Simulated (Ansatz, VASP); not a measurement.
**As: VASP beside Ansatz**

Contents of INCAR:

```
PREC = Accurate
ENCUT = 520
EDIFF = 1E-7
ISMEAR = 0
SIGMA = 0.15
LREAL = F
LASPH = T
NELM = 80
ALGO = Normal
ISIF = 2
LWAVE = F
LCHARG = F
GGA = PE
NBANDS = 8
```

KPOINTS

```
Automatic mesh
0
Gamma
  18 18 18
```

The input POSCAR:

```
As
1.0
    2.9064578752      0.0000000000      0.0000000000
    0.0000000000      2.9064578752      0.0000000000
    0.0000000000      0.0000000000      2.7036817444
As
1
Direct
    0.5000000000      0.5000000000      0.5000000000
```

Input for Ansatz:

```yaml
crystal:
  lattice:
    - [2.9064578752, 0.0, 0.0]
    - [0.0, 2.9064578752, 0.0]
    - [0.0, 0.0, 2.7036817444]
  atoms:
    - { symbol: As, position: [0.5, 0.5, 0.5] }
basis:
  ecutwfc: 420
kpoints:
  mp_grid: { grid: [18, 18, 18] }
hamiltonian:
  xc: pbe
scf:
  occupations: { method: gaussian, width: 0.15 }
output:
  forces: true
  stress: true
  eigenvalues: true
```

Change from the starting cell: strain +0.0750 x Voigt [1, 1, 0, 0, 0, 0], atoms carried along.

Alike in both runs: task single point; functional PBE; k mesh 18 × 18 × 18; occupations gaussian, width 0.15 eV; no spin polarisation.

|  | VASP | Ansatz |
| --- | --- | --- |
| version | VASP 6.6.1 | Ansatz 0.2.0 |
| potentials or method | VASP PAW PBE potentials, release 64 (As) | scalar-relativistic, plane waves, PAW |
| plane-wave cutoff (eV) | 520 | 420 |
| valence electrons in the cell | 5 | 15 |

|  | VASP | Ansatz | Ansatz less VASP |
| --- | --- | --- | --- |
| gap on the k mesh at the Fermi level (eV) | none | none | - |
| pressure (GPa) | -6.3 | -6.3 | -0.06 |
| largest component of the traceless stress (GPa) | 6.26 | 6.21 | -0.047 |

A gap of «none» marks a metal or a gap that the smearing closes. The two sets of potentials don't hold the same shells in valence.
